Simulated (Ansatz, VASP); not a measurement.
## Zn4Se in VASP and in Ansatz

File INCAR:

```
ALGO     = Normal         # electronic algorithm
EDIFF    = 1E-6           # SCF threshold, eV
ENCUT    = 520            # plane-wave cutoff, eV
GGA      = PE             # functional
ISIF     = 2              # what is computed and relaxed
ISMEAR   = 0              # smearing method
LASPH    = T              # aspherical terms in the spheres
LCHARG   = F              # write CHGCAR
LREAL    = F              # projectors in reciprocal space
LWAVE    = F              # write WAVECAR
NBANDS   = 35             # bands
NELM     = 100            # most SCF steps
PREC     = Accurate       # precision mode
SIGMA    = 0.1            # smearing width, eV
```

Contents of KPOINTS:

```
k-points
0
Gamma
  4 4 4
```

File POSCAR:

```
Zn4Se
1.0
    4.5604492300      0.0000000000      0.0000000000
    0.0000000000      4.5604492300      0.0000000000
    0.0000000000      0.0000000000      4.5604492300
Zn Se
4 1
Direct
    0.2500000000      0.2500000000      0.2500000000
    0.7500000000      0.7500000000      0.2500000000
    0.2500000000      0.7500000000      0.7500000000
    0.7500000000      0.2500000000      0.7500000000
    0.0000000000      0.0000000000      0.0000000000
```

Input for Ansatz:

```yaml
crystal:
  lattice:
    - [4.56044923, 0.0, 0.0]
    - [0.0, 4.56044923, 0.0]
    - [0.0, 0.0, 4.56044923]
  atoms:
    - { symbol: Zn, position: [0.25, 0.25, 0.25] }
    - { symbol: Zn, position: [0.75, 0.75, 0.25] }
    - { symbol: Zn, position: [0.25, 0.75, 0.75] }
    - { symbol: Zn, position: [0.75, 0.25, 0.75] }
    - { symbol: Se, position: [0.0, 0.0, 0.0] }
basis:
  ecutwfc: 420
kpoints:
  mp_grid: { grid: [4, 4, 4] }
hamiltonian:
  xc: pbe
scf:
  occupations: { method: gaussian, width: 0.1 }
  lower_state_search: "off"
output:
  forces: true
  stress: true
  eigenvalues: true
```

Change from the starting cell: species swapped into the SnI4 type (P-43m, No. 215).

Alike in both runs: task single point; functional PBE; k mesh 4 × 4 × 4; occupations gaussian, width 0.1 eV; no spin polarisation.

```csv
,VASP,Ansatz
version,VASP 6.6.1,Ansatz 0.2.0
potentials or method,"VASP PAW PBE potentials, release 64 (Zn, Se)","scalar-relativistic, plane waves, PAW"
plane-wave cutoff (eV),520,420
valence electrons in the cell,54,64
```

```csv
,VASP,Ansatz,Ansatz less VASP
gap on the k mesh at the Fermi level (eV),none,none,-
rms of the force components (eV/Å),4.771,4.676,-0.0944
```

A gap of «none» marks a metal or a gap that the smearing closes. The two sets of potentials don't hold the same shells in valence.
